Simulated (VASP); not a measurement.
# BN (Qingsongite) (F-43m) in VASP: settings compared

The runs below take BN (Qingsongite) through relaxation of cell and atoms, relaxation of the atoms, with PBE, PBE+D3(BJ).

All numbers are computed with VASP 6.6.1; they aren't measurements. Logs are shortened: lines on timing, memory, paths and dates and some standing lists are left out, and cuts for length are marked.

## Step 1: The structure

The structure is cubic, space group F-43m (No. 216). The conventional cell has a = 3.615 Å, b = 3.615 Å, c = 3.615 Å, α = 90.00°, β = 90.00°, γ = 90.00°. Around B (site symmetry -43m) lie 4 N at 1.57 Å. N (site symmetry -43m) is surrounded by 4 B at 1.57 Å.

## Step 2: Relaxation of cell and atoms, PBE

INCAR

```
  PREC = Accurate
  ENCUT = 600
  EDIFF = 1E-6
  ISMEAR = 0
  SIGMA = 0.03
  LREAL = F
  LASPH = T
  NELM = 80
  ALGO = Normal
  ISIF = 3
  LWAVE = F
  LCHARG = F
  GGA = PE
  IBRION = 2
  NSW = 90
  EDIFFG = -0.01
```

KPOINTS

```
Automatic mesh
0
Gamma
  14 14 14
```

POSCAR

```
BN
1.0
    0.0000000000      1.8075000000      1.8075000000
    1.8075000000      0.0000000000      1.8075000000
    1.8075000000      1.8075000000      0.0000000000
B N
1 1
Direct
    0.0000000000      0.0000000000      0.0000000000
    0.2500000000      0.2500000000      0.2500000000
```

Potentials or basis: VASP PAW PBE potentials, release 64 (B, N).

The run is started by

```
> cat potpaw_PBE.64/B/POTCAR potpaw_PBE.64/N/POTCAR > POTCAR
> mpirun -np 1 vasp_std > vasp.out
```

OUTCAR:

```text
PREC = Accurate
   ENCUT = 600
   EDIFF = 1E-6
   ISMEAR = 0
   LREAL = F
   LASPH = T
   NELM = 80
   ISIF = 3
   GGA = PE
   IBRION = 2
   NSW = 90
   EDIFFG = -0.01

 ion  position               nearest neighbor table
   1  0.000  0.000  0.000-   2 1.57   2 1.57   2 1.57   2 1.57
   2  0.250  0.250  0.250-   1 1.57   1 1.57   1 1.57   1 1.57

  LATTYP: Found a face centered cubic cell.
 ALAT       =     3.6150000000

  Lattice vectors:

 A1 = (   0.0000000000,   1.8075000000,   1.8075000000)
 A2 = (   1.8075000000,   0.0000000000,   1.8075000000)
 A3 = (   1.8075000000,   1.8075000000,   0.0000000000)

Analysis of symmetry for initial positions (statically):
=====================================================================
 Subroutine PRICEL returns:
 Original cell was already a primitive cell.

 Routine SETGRP: Setting up the symmetry group for a
 face centered cubic supercell.

 Subroutine GETGRP returns: Found 24 space group operations
 (whereof 24 operations were pure point group operations)
 out of a pool of 48 trial point group operations.

The static configuration has the point symmetry T_d .

Analysis of symmetry for dynamics (positions and initial velocities):
=====================================================================
 Subroutine PRICEL returns:
 Original cell was already a primitive cell.

 Routine SETGRP: Setting up the symmetry group for a
 face centered cubic supercell.

 Subroutine GETGRP returns: Found 24 space group operations
 (whereof 24 operations were pure point group operations)
 out of a pool of 48 trial point group operations.

The dynamic configuration has the point symmetry T_d .

 Subroutine INISYM returns: Found 24 space group operations
 (whereof 24 operations are pure point group operations),
 and found     1 'primitive' translations

----------------------------------------------------------------------------------------

                                     Primitive cell

  volume of cell :      11.8104

  direct lattice vectors                    reciprocal lattice vectors
     0.000000000  1.807500000  1.807500000    -0.276625173  0.276625173  0.276625173
     1.807500000  0.000000000  1.807500000     0.276625173 -0.276625173  0.276625173
     1.807500000  1.807500000  0.000000000     0.276625173  0.276625173 -0.276625173

  length of vectors
     2.556191014  2.556191014  2.556191014     0.479128854  0.479128854  0.479128854

  position of ions in fractional coordinates (direct lattice)
     0.000000000  0.000000000  0.000000000
     0.250000000  0.250000000  0.250000000

  ion indices of the primitive-cell ions
   primitive index   ion index
                 1           1
                 2           2

----------------------------------------------------------------------------------------

 KPOINTS: Automatic mesh

Automatic generation of k-mesh.
 Grid dimensions read from file:
 generate k-points for:   14   14   14

 Generating k-lattice:

  Cartesian coordinates                     Fractional coordinates (reciprocal lattice)
    -0.019758941  0.019758941  0.019758941     0.071428571  0.000000000  0.000000000
     0.019758941 -0.019758941  0.019758941     0.000000000  0.071428571  0.000000000
     0.019758941  0.019758941 -0.019758941     0.000000000  0.000000000  0.071428571

  Length of vectors
     0.034223490  0.034223490  0.034223490

  Shift w.r.t. Gamma in fractional coordinates (k-lattice)
     0.000000000  0.000000000  0.000000000

 Subroutine IBZKPT returns following result:
 ===========================================

 Found    104 irreducible k-points:

 Following reciprocal coordinates:
            Coordinates               Weight
  0.000000  0.000000  0.000000      1.000000
  0.071429  0.000000  0.000000      8.000000
  0.142857  0.000000  0.000000      8.000000
  0.214286  0.000000  0.000000      8.000000
  0.285714  0.000000  0.000000      8.000000
  0.357143  0.000000  0.000000      8.000000
[... 16 lines left out ...]
  0.214286  0.142857  0.000000     24.000000
  0.285714  0.142857  0.000000     24.000000
 [... further k-points ...]
   k-points           NKPTS =    104   k-points in BZ     NKDIM =    104   number of bands    NBANDS=      8
   number of dos      NEDOS =    301   number of ions     NIONS =      2
   total plane-waves  NPLWV =   8000
   dimension x,y,z NGX =    20 NGY =   20 NGZ =   20
   dimension x,y,z NGXF=    40 NGYF=   40 NGZF=   40
   ions per type =               1   1
   NGX,Y,Z   is equivalent  to a cutoff of  13.01, 13.01, 13.01 a.u.
   NGXF,Y,Z  is equivalent  to a cutoff of  26.01, 26.01, 26.01 a.u.
 SYSTEM =  unknown system
   PREC   = accura    normal or accurate (medium, high low for compatibility)
   ISTART =      0    job   : 0-new  1-cont  2-samecut
   ICHARG =      2    charge: 1-file 2-atom 10-const
   ISPIN  =      1    spin polarized calculation?
   LNONCOLLINEAR =      F non collinear calculations
   LSORBIT =      F    spin-orbit coupling
   LASPH  =      T    aspherical Exc in radial PAW
   ENCUT  =  600.0 eV  44.10 Ry    6.64 a.u.   5.11  5.11  5.11*2*pi/ulx,y,z
   NELM   =     80;   NELMIN=  2; NELMDL= -5     # of ELM steps
   EDIFF  = 0.1E-05   stopping-criterion for ELM
   LREAL  =      F    real-space projection
   EDIFFG = -.1E-01   stopping-criterion for IOM
   NSW    =     90    number of steps for IOM
   IBRION =      2    ionic relax: 0-MD 1-quasi-New 2-CG
   NFREE  =      1    steps in history (QN), initial steepest desc. (CG)
   ISIF   =      3    stress and relaxation
   ISYM   =      2    0-nonsym 1-usesym 2-fastsym
   POTIM  = 0.5000    time-step for ionic-motion
   TEBEG  =    0.0;   TEEND  =   0.0 temperature during run
   PSTRESS=    0.0 pullay stress
   NELECT =       8.0000    total number of electrons
   NUPDOWN=      -1.0000    fix difference up-down
   EMIN   =  10.00;   EMAX   =-10.00  energy-range for DOS
   EFERMI =   0.00;   METHOD = LEGACY
   ISMEAR =     0;   SIGMA  =   0.03  broadening in eV -4-tet -1-fermi 0-gaus
   EFERMI_NEDOS =   21; number of points for ismear=-14 and -15
   IALGO  =     38    algorithm
   IMIX   =      4    mixing-type and parameters
     AMIX     =   0.40;   BMIX     =  1.00
     AMIX_MAG =   1.60;   BMIX_MAG =  1.00
  volume/ion in A,a.u.               =       5.91        39.85
  Fermi-wavevector in a.u.,A,eV,Ry     =   1.437749  2.716952 28.124920  2.067123
  Thomas-Fermi vector in A             =   2.556793
   LORBIT       =      0    0 simple, 1 ext, 2 COOP (PROOUT), +10 PAW based schemes
   GGA     = PE    functional components
   LHFCALC =     F    Hartree Fock is set to
   AEXX    =    0.0000 exact exchange contribution
   IVDW    =     0    specifies the selected vdW correction
   LEPSILON=     F    determine dielectric tensor
   LRPA    =     F    only Hartree local field effects (RPA)
 conjugate gradient relaxation of ions
 non-spin polarized calculation
 Gauss-broadening in eV      SIGMA  =   0.03
  energy-cutoff  :      600.00
  volume of cell :       11.81
 maximum number of plane-waves:       411
   NGX = 11   NGY = 11   NGZ = 11

--------------------------------------- Ionic step        1  -------------------------------------------

 number of electron       7.9999999 magnetization

 Free energy of the ion-electron system (eV)
  ---------------------------------------------------
  ext. energy  EPLUGINS =         0.00000000
  ---------------------------------------------------
  free energy    TOTEN  =       -17.45344589 eV

  energy without entropy =      -17.45344589  energy(sigma->0) =      -17.45344589

------------------------ aborting loop because EDIFF is reached ----------------------------------------

  FORCE on cell =-STRESS in cart. coord.  units (eV):
  Direction    XX          YY          ZZ          XY          YZ          ZX
  --------------------------------------------------------------------------------------
  -------------------------------------------------------------------------------------
  Total        0.2225031      0.2225031      0.2225031     -0.0000000      0.0000000     -0.0000000
  in kB       30.1843447     30.1843447     30.1843447     -0.0000000      0.0000000     -0.0000000
  external PRESSURE =      30.1843447 kB  Pullay stress =       0.0000000 kB

 VOLUME and BASIS-vectors are now :
 -----------------------------------------------------------------------------
  energy-cutoff  :      600.00
  volume of cell :       11.81
      direct lattice vectors                 reciprocal lattice vectors
     0.000000000  1.807500000  1.807500000    -0.276625173  0.276625173  0.276625173
     1.807500000  0.000000000  1.807500000     0.276625173 -0.276625173  0.276625173
     1.807500000  1.807500000  0.000000000     0.276625173  0.276625173 -0.276625173
[... 37 lines left out ...]
 POSITION                                       TOTAL-FORCE (eV/Angst)
 -----------------------------------------------------------------------------------
      3.63440      3.63440      3.63440         0.000000      0.000000      0.000000
      0.90860      0.90860      0.90860        -0.000000     -0.000000     -0.000000
 -----------------------------------------------------------------------------------
    total drift:                                0.000000      0.000000      0.000000

  FREE ENERGIE OF THE ION-ELECTRON SYSTEM (eV)
  ---------------------------------------------------
  free  energy   TOTEN  =       -17.4534085626 eV

  energy  without entropy=      -17.4534085626  energy(sigma->0) =      -17.45340856

--------------------------------------- Ionic step        3  -------------------------------------------

 number of electron       7.9999999 magnetization

 Free energy of the ion-electron system (eV)
  ---------------------------------------------------
  ext. energy  EPLUGINS =         0.00000000
  ---------------------------------------------------
  free energy    TOTEN  =       -17.45432092 eV

  energy without entropy =      -17.45432092  energy(sigma->0) =      -17.45432092

 E-fermi :   7.5328     XC(G=0): -12.7830

 val. band max:        7.3050681433   @ k =   0.0000   0.0000   0.0000
 cond. band min:      11.7563300176   @ k =   0.5000   0.5000   0.0000
 fundamental gap:      4.4512618744
 Fermi energy:         7.5328019558

 k-point     1 :       0.0000    0.0000    0.0000
  band No.  band energies     occupation
      1     -12.8357      2.00000
      2       7.3051      2.00000
      3       7.3051      2.00000
      4       7.3051      2.00000
      5      16.0872      0.00000
      6      16.0872      0.00000
      7      16.0872      0.00000
      8      17.5266      0.00000

 k-point     2 :       0.0714    0.0000    0.0000
  band No.  band energies     occupation
      1     -12.7122      2.00000
      2       6.6237      2.00000
      3       7.1717      2.00000
      4       7.1717      2.00000
      5      16.2435      0.00000
      6      16.2903      0.00000
      7      16.2903      0.00000
      8      17.9501      0.00000
[... 221 lines left out ...]
 k-point    23 :       0.2143    0.1429    0.0000
  band No.  band energies     occupation
      1     -11.7427      2.00000
      2       4.1927      2.00000
      3       5.4126      2.00000
      4       5.8036      2.00000
      5      15.1891      0.00000
      6      18.5393      0.00000
      7      18.7863      0.00000
      8      19.4961      0.00000

 k-point    24 :       0.2857    0.1429    0.0000
  band No.  band energies     occupation
      1     -11.0828      2.00000
      2       2.2952      2.00000
      3       4.9800      2.00000
      4       5.4570      2.00000
      5      15.5066      0.00000
      6      18.8777      0.00000
      7      19.3900      0.00000
      8      20.0496      0.00000

 [... further k-points ...]

------------------------ aborting loop because EDIFF is reached ----------------------------------------

  FORCE on cell =-STRESS in cart. coord.  units (eV):
  Direction    XX          YY          ZZ          XY          YZ          ZX
  --------------------------------------------------------------------------------------
  -------------------------------------------------------------------------------------
  Total        0.0008359      0.0008359      0.0008359      0.0000000      0.0000000      0.0000000
  in kB        0.1125058      0.1125058      0.1125058      0.0000000      0.0000000      0.0000000
  external PRESSURE =       0.1125058 kB  Pullay stress =       0.0000000 kB

 VOLUME and BASIS-vectors are now :
 -----------------------------------------------------------------------------
  energy-cutoff  :      600.00
  volume of cell :       11.90
      direct lattice vectors                 reciprocal lattice vectors
    -0.000000000  1.812282238  1.812282238    -0.275895216  0.275895216  0.275895216
     1.812282238  0.000000000  1.812282238     0.275895216 -0.275895216  0.275895216
     1.812282238  1.812282238 -0.000000000     0.275895216  0.275895216 -0.275895216

 POSITION                                       TOTAL-FORCE (eV/Angst)
 -----------------------------------------------------------------------------------
      0.00000      0.00000      0.00000        -0.000000      0.000000     -0.000000
      0.90614      0.90614      0.90614         0.000000     -0.000000      0.000000
 -----------------------------------------------------------------------------------
    total drift:                                0.000000      0.000000      0.000000

  FREE ENERGIE OF THE ION-ELECTRON SYSTEM (eV)
  ---------------------------------------------------
  free  energy   TOTEN  =       -17.4543209214 eV

  energy  without entropy=      -17.4543209214  energy(sigma->0) =      -17.45432092

 reached required accuracy - stopping structural energy minimisation
```

It took 8.3 s on 1 thread of Intel Xeon 6975P-C (Granite Rapids), shared host; peak memory 0.12 GiB.

Results:

* Free energy: -17.4543 eV
* Relaxed volume: 5.95 Å³/atom
* Relaxed cell: a = 2.563 Å, b = 2.563 Å, c = 2.563 Å, α = 60.00°, β = 60.00°, γ = 60.00°
* Space group after relaxing (to 0.05 Å): F-43m (No. 216)
* Energy gained by relaxing: 0.4 meV/atom
* Ionic steps: 3
* Pressure after relaxing: 0.0 GPa
* Band gap on the k mesh: 4.45 eV, indirect (least direct gap 8.78 eV)

Step by step:
```tsv
step	energy change (eV)	largest force (eV/Å)	pressure (GPa)	volume (Å³)
1	0.0000	0.0000	3.02	11.81
2	0.0000	0.0000	-2.99	12.00
3	-0.0009	0.0000	0.01	11.90
```

Final structure:
```xyz
2
Lattice="0.0000 1.8123 1.8123 1.8123 0.0000 1.8123 1.8123 1.8123 0.0000" Properties=species:S:1:pos:R:3 pbc="T T T"
B     0.0000    0.0000    0.0000
N     0.9061    0.9061    0.9061
```

A k mesh can miss the band edges. PBE usually gives volumes a little too large and moduli too small.

(Continued in part 2 of 3.)
